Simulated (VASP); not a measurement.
# Zn in VASP: a series of runs, part 2 of 2

VASP 6.6.1.

## 4. Work function, PBE

Contents of INCAR:

```
SYSTEM = Zn
PREC = Accurate
ENCUT = 520
EDIFF = 1E-6
ISMEAR = -1
SIGMA = 0.05
LREAL = .FALSE.
LASPH = .TRUE.
NELM = 100
ALGO = Normal
ISIF = 2
LWAVE = .FALSE.
LCHARG = .FALSE.
LDIPOL = .TRUE.
IDIPOL = 3
DIPOL = 0.5 0.5 0.500
GGA = PE
EFIELD = 0.3
LVHAR = .TRUE.
LVACPOTAV = .TRUE.
```

Contents of KPOINTS:

```
Automatic mesh
0
G
  11 11 1
  0 0 0
```

Contents of POSCAR:

```
Zn
1.0
    2.6647980532      0.0000000000      0.0000000000
   -1.3323990266      2.3077828100      0.0000000000
    0.0000000000      0.0000000000     29.8401000000
Zn
7
Direct
    0.6666666667      0.3333333334      0.2513396403
    0.3333333333      0.6666666666      0.3342264269
    0.6666666667      0.3333333334      0.4171132134
    0.3333333333      0.6666666666      0.5000000000
    0.6666666667      0.3333333334      0.5828867866
    0.3333333333      0.6666666666      0.6657735731
    0.6666666667      0.3333333334      0.7486603597
```

Potentials or basis: VASP PAW PBE potentials, release 64 (Zn).

Started as:

```
cat potpaw_PBE.64/Zn/POTCAR > POTCAR
mpirun -np 1 vasp_std > vasp.out
```

OUTCAR:

```text
SYSTEM = Zn
   PREC = Accurate
   ENCUT = 520
   EDIFF = 1E-6
   ISMEAR = -1
   LREAL = .FALSE.
   LASPH = .TRUE.
   NELM = 100
   ISIF = 2
   GGA = PE

 ion  position               nearest neighbor table
   1  0.667  0.333  0.251-   2 2.91   2 2.91   2 2.91
   2  0.333  0.667  0.334-   3 2.91   3 2.91   3 2.91   1 2.91   1 2.91   1 2.91
   3  0.667  0.333  0.417-   2 2.91   2 2.91   2 2.91   4 2.91   4 2.91   4 2.91
   4  0.333  0.667  0.500-   3 2.91   5 2.91   3 2.91   5 2.91   3 2.91   5 2.91
   5  0.667  0.333  0.583-   6 2.91   6 2.91   6 2.91   4 2.91   4 2.91   4 2.91
   6  0.333  0.667  0.666-   5 2.91   5 2.91   5 2.91   7 2.91   7 2.91   7 2.91
   7  0.667  0.333  0.749-   6 2.91   6 2.91   6 2.91

  LATTYP: Found a hexagonal cell.
 ALAT       =     2.6647980532
 C/A-ratio  =    11.1978841940

  Lattice vectors:

 A1 = (   2.6647980532,   0.0000000000,   0.0000000000)
 A2 = (  -1.3323990266,   2.3077828100,   0.0000000000)
 A3 = (   0.0000000000,   0.0000000000,  29.8401000000)

Analysis of symmetry for initial positions (statically):
=====================================================================
 Subroutine PRICEL returns:
 Original cell was already a primitive cell.

 Routine SETGRP: Setting up the symmetry group for a
 hexagonal supercell.

 Subroutine GETGRP returns: Found 12 space group operations
 (whereof 12 operations were pure point group operations)
 out of a pool of 24 trial point group operations.

The static configuration has the point symmetry D_3h.

Analysis of symmetry for dynamics (positions and initial velocities):
=====================================================================
 An external electric field (EFIELD) may reduce the allowed symmetry operations
 Subroutine PRICEL returns:
 Original cell was already a primitive cell.

[... 131 lines left out ...]
  Thomas-Fermi vector in A             =   2.395124
   LORBIT       =      0    0 simple, 1 ext, 2 COOP (PROOUT), +10 PAW based schemes
   GGA     = PE    functional components
   LHFCALC =     F    Hartree Fock is set to
   AEXX    =    0.0000 exact exchange contribution
   IVDW    =     0    specifies the selected vdW correction
   LEPSILON=     F    determine dielectric tensor
   LRPA    =     F    only Hartree local field effects (RPA)
 non-spin polarized calculation
  energy-cutoff  :      520.00
  volume of cell :      183.51
 maximum number of plane-waves:      5017
 NGX is ok and might be reduce to    20
   NGX =  9   NGY =  9   NGZ =111

 number of electron      84.0000007 magnetization

 dipolmoment           0.000000      0.000000      0.183160 electrons x Angstroem

 Free energy of the ion-electron system (eV)
  ---------------------------------------------------
  ext. energy  EPLUGINS =         0.00000000
  ---------------------------------------------------
  free energy    TOTEN  =        -7.46151744 eV

  energy without entropy =       -7.43269837  energy(sigma->0) =       -7.44710790

 E-fermi :  -0.0110     XC(G=0):  -7.2472

 val. band max:       -0.0720635451   @ k =   0.2727   0.1818   0.0000
 cond. band min:       0.0038113748   @ k =   0.3636   0.1818   0.0000
 fundamental gap:      0.0758749200
 Fermi energy:        -0.0109570240

 k-point     1 :       0.0000    0.0000    0.0000
  band No.  band energies     occupation
      1     -10.1656      2.00000
      2      -9.8420      2.00000
      3      -9.3702      2.00000
      4      -8.8509      2.00000
      5      -8.5672      2.00000
      6      -8.4649      2.00000
[... 837 lines left out ...]
     49       3.1380      0.00000
     50       3.3600      0.00000

------------------------ aborting loop because EDIFF is reached ----------------------------------------

  FORCE on cell =-STRESS in cart. coord.  units (eV):
  Direction    XX          YY          ZZ          XY          YZ          ZX
  --------------------------------------------------------------------------------------
  -------------------------------------------------------------------------------------
  Total        0.0673956      0.0673956      0.6589088     -0.0000000      0.0000000     -0.0000000
  in kB        0.5884131      0.5884131      5.7527613     -0.0000000      0.0000000     -0.0000000
  external PRESSURE =       2.3098625 kB  Pullay stress =       0.0000000 kB

 VOLUME and BASIS-vectors are now :
 -----------------------------------------------------------------------------
  energy-cutoff  :      520.00
  volume of cell :      183.51
      direct lattice vectors                 reciprocal lattice vectors
     2.664798053  0.000000000  0.000000000     0.375262958  0.216658170  0.000000000
    -1.332399027  2.307782810  0.000000000     0.000000000  0.433316340  0.000000000
     0.000000000  0.000000000 29.840100000     0.000000000  0.000000000  0.033511952

 POSITION                                       TOTAL-FORCE (eV/Angst)
 -----------------------------------------------------------------------------------
      1.33240      0.76926      7.50000        -0.000000     -0.000000     -0.057677
     -0.00000      1.53852      9.97335         0.000000      0.000000      0.156140
      1.33240      0.76926     12.44670        -0.000000      0.000000     -0.091795
     -0.00000      1.53852     14.92005         0.000000      0.000000     -0.000660
      1.33240      0.76926     17.39340         0.000000     -0.000000      0.095647
     -0.00000      1.53852     19.86675         0.000000      0.000000     -0.147377
      1.33240      0.76926     22.34010        -0.000000      0.000000      0.045722
 -----------------------------------------------------------------------------------
    total drift:                                0.000003     -0.000002      0.003068

  FREE ENERGIE OF THE ION-ELECTRON SYSTEM (eV)
  ---------------------------------------------------
  free  energy   TOTEN  =        -7.4615174369 eV

  energy  without entropy=       -7.4326983660  energy(sigma->0) =       -7.44710790
```

OSZICAR:

```text
N       E                     dE             d eps       ncg     rms          rms(c)
DAV:   1     0.598368530804E+03    0.59837E+03   -0.41541E+04  1616   0.227E+03
[... 13 lines left out ...]
DAV:  72    -0.746159521507E+01   -0.11074E-04   -0.92994E-05  1746   0.181E-01    0.107E-01
DAV:  73    -0.746159289282E+01    0.23222E-05   -0.30552E-05  1746   0.801E-02    0.101E-01
DAV:  74    -0.746158727252E+01    0.56203E-05   -0.85322E-06  1696   0.369E-02    0.980E-02
DAV:  75    -0.746153666329E+01    0.50609E-04   -0.62553E-05  1772   0.286E-01    0.710E-02
DAV:  76    -0.746151289089E+01    0.23772E-04   -0.93105E-05  1726   0.330E-01    0.624E-02
DAV:  77    -0.746151741321E+01   -0.45223E-05   -0.28251E-05  1678   0.562E-02    0.599E-02
DAV:  78    -0.746151743689E+01   -0.23680E-07   -0.10514E-06   962   0.272E-02
   1 F= -.74615174E+01 E0= -.74471079E+01  d E =-.288191E-01
```

Wall time 9.2 min (1 thread of Intel Xeon Platinum 8488C (Sapphire Rapids), shared host); peak memory 0.31 GiB.

Results:

* Free energy: -7.4615 eV
* Largest force: 0.156 eV/Å
* Band gap on the k mesh: none (metal or under the smearing width)

Forces on the atoms (eV/Å):
```
Zn   0.000  0.000 -0.058
Zn   0.000  0.000  0.156
Zn   0.000  0.000 -0.092
Zn   0.000  0.000 -0.001
Zn   0.000  0.000  0.096
Zn   0.000  0.000 -0.147
Zn   0.000  0.000  0.046
```

Levels at points of the mesh, in eV from the Fermi level:
```tsv
k point	band 40	band 41	band 42	band 43	band 44	band 45
(0.00, 0.00, 0.00)	-6.62	-5.50	-4.00	-2.75	-0.82	1.05
```
